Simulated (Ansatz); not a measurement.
**Ansatz (an electronic-structure program) run on Li3N (P6/mmm, 4 atoms in the cell): self-consistent single point**

Level of theory: PBE (plane waves, PAW; Ansatz).

This input was run:

Ansatz 0.2 input:
```yaml
# Li3N
crystal:
  lattice:
    - [1.815875, -3.145188, 0.000000]
    - [1.815875, 3.145188, 0.000000]
    - [0.000000, 0.000000, 3.850650]
  atoms:
    - { symbol: Li, position: [0.333333, 0.666667, 0.000000] }
    - { symbol: Li, position: [0.666667, 0.333333, 0.000000] }
    - { symbol: Li, position: [0.000000, 0.000000, 0.500000] }
    - { symbol: N, position: [0.000000, 0.000000, 0.000000] }
basis:
  ecutwfc: 30.9 Ry
kpoints:
  mp_grid: { grid: [8, 8, 7] }
hamiltonian:
  xc: pbe
  pseudopotentials: { kind: paw }
scf:
  occupations: { method: fermi_dirac, width: 0.0007 Ry }
output:
  forces: true
  eigenvalues: true
  stress: true
```

Output, abridged:

```
WARN the atoms were moved onto the symmetric positions of the space group found under crystal.symmetry.tolerance 1.0e-5 (fractional …
WARN ansatz: RAYON_NUM_THREADS=1 ignored (pool sized by the plan → 1); use --threads N
Pseudopotentials: kind: paw
Pseudopotential: Li, paw, valence charge 3
Pseudopotential: N, paw, valence charge 5
Crystal: 4 atoms, lattice volume = 43.984 Å³
Basis set: ecut = 420.4159175005146 eV, 841 PW (Γ), exchange–correlation on 50×50×54 points (8 copies of the dense FFT grid, shifted against one another)
Bands: 11, of which v1, the nominal top of the filled ones, is band 7 counted from 1 (6 counted from 0)
Symmetry: 24 space group operations
Space group: P6/mmm (ITA 191), of the structure as read, at distance tolerance 3.5e-5 Å
k-points: 40 of 448
Initial density: superposition of atomic densities (neutral atoms: chi_scale 0, normalization atom), corrected by the library's trained network
Initial wavefunctions: pseudopotential atomic-orbital guess
Eigensolver: davidson
Functional: x = pbe(κ = 0.804, μ = 0.2195149727645171), c = pbe(β = 0.06672455060314922)
SCF iter   1: F=—  HF=-999.587230 eV  |F-HF|=—  |Δ(HF+E_count)|=         —  Δρ=6.97e-4  dr2=1.19e-4  ethr=1.77e-3  ⟨swp⟩=4.7  Hψ=2327  notcnv=0
all-band conjugate gradients solve this SCF's bands
preconditioner: auto → none
SCF iter   2: F=—  HF=-999.586878 eV  |F-HF|=—  |Δ(HF+E_count)|=   3.51e-4  Δρ=6.02e-4  dr2=1.61e-4  ethr=8.46e-7  ⟨swp⟩=2.0  Hψ=1080  notcnv=0
SCF iter   3: F=—  HF=-999.586901 eV  |F-HF|=—  |Δ(HF+E_count)|=   2.31e-5  Δρ=2.57e-4  dr2=2.43e-5  ethr=8.46e-7  ⟨swp⟩=2.0  Hψ=553  notcnv=0
SCF iter   4: F=—  HF=-999.586765 eV  |F-HF|=—  |Δ(HF+E_count)|=   1.37e-4  Δρ=5.53e-5  dr2=1.25e-6  ethr=1.74e-7  ⟨swp⟩=2.0  Hψ=565  notcnv=0
iter 5 did not close the SCF: its close was put off for the readings that it lacked (scf_convergence_deferred on its scf_iter line)
SCF iter   5: F=-999.586765 eV  HF=-999.586765 eV  |F-HF|=4.79e-8  |Δ(HF+E_count)|=   1.97e-7  Δρ=1.17e-5  dr2=6.67e-8  ethr=8.92e-9  ⟨swp⟩=2.1  Hψ=563  notcnv=0
SCF iter   6: F=-999.586765 eV  HF=-999.586765 eV  |F-HF|=6.40e-9  |Δ(HF+E_count)|=   6.84e-9  Δρ=4.18e-6  dr2=8.25e-9  ethr=4.76e-10  ⟨swp⟩=1.9  Hψ=1251  notcnv=0
SCF 1 converged in 6 iterations: F = -999.586765 eV  dr2 = 8.25e-9
SCF converged after 6 iterations
Free energy (F): -999.586765 eV
Harris-Foulkes:  -999.586765 eV  (|F-HF|=6.40e-9)
Internal energy: -999.586765 eV  (E = F + TS)
E sigma→0 (E₀):  -999.586765 eV
Fermi energy:    2.973051 eV
--- Per-component energies (eV) ---
  E_band       = -261.327267
  E_kinetic    = 197.418052
  E_local      = -652.946597  (includes V_loc(G=0)·N_el)
  E_nonlocal   = -53.763349
  E_hartree    = 211.937907
  E_xc         = -93.525999
  E_vxc        = -119.486875  (∫ρ·V_xc dr)
  E_paw        = -189.902083  (= ΣΔE_a)
  E_vpaw       = -56.423009  (= ΣTr[D̂ρ^β])
  E_aug_tail   = 0.000146  (compensation charges beyond the density's cutoff)
  E_ewald      = -418.804842
  E_smearing   = -0.000000  (= −TS)
  E_closure    = -0.000000  (closes the sum)
  Σ components = -999.586765   (vs F -999.586765, Δ=0.00e0)
--- Forces (eV/Å), atoms counted from 1 ---
  atom   1  Li     0.00000000    -0.00000000    -0.00000000
   [... zero for the other atoms too ...]
  max |Σ_I F_I| component: 5.55e-17 eV/Å
--- Stress (GPa, compression-positive) ---
        0.134456       0.000000       0.000000
        0.000000       0.134456       0.000000
        0.000000       0.000000       0.538060
  P = ⅓ Tr σ = 0.2690 GPa (2.690 kbar)
  The stress holds the Pulay correction. Without it, at fixed plane waves, as pw.x and ABINIT print it: P = 0.0697 GPa
--- Band table (eV; the first three rows and the last of 40) ---
  k-point 0: bands = ["-42.0764", "-41.7294", "-41.5563", "-9.0483", "0.8826", "2.2202", "2.2202", "3.5131", "9.7475", "9.7475", "10.7746"]
  k-point 1: bands = ["-42.0758", "-41.7294", "-41.5566", "-9.0598", "0.5596", "2.2580", "2.2580", "4.0805", "9.8725", "9.8725", "10.5245"]
  k-point 2: bands = ["-42.0747", "-41.7293", "-41.5573", "-9.0854", "0.0605", "2.3463", "2.3463", "5.2299", "9.9342", "10.1947", "10.1947"]
  k-point 39: bands = ["-41.9239", "-41.8765", "-41.5561", "-9.0454", "1.0222", "1.2056", "1.9751", "4.4360", "5.7346", "11.2345", "12.8898"]
```

The run converged in 6 iterations.

The starting cell has typed, rounded lattice constants, without a prior relaxation at this level. Its lattice was rescaled by up to half a per cent. Ansatz's pressure includes its estimate of the finite-basis (Pulay) stress.
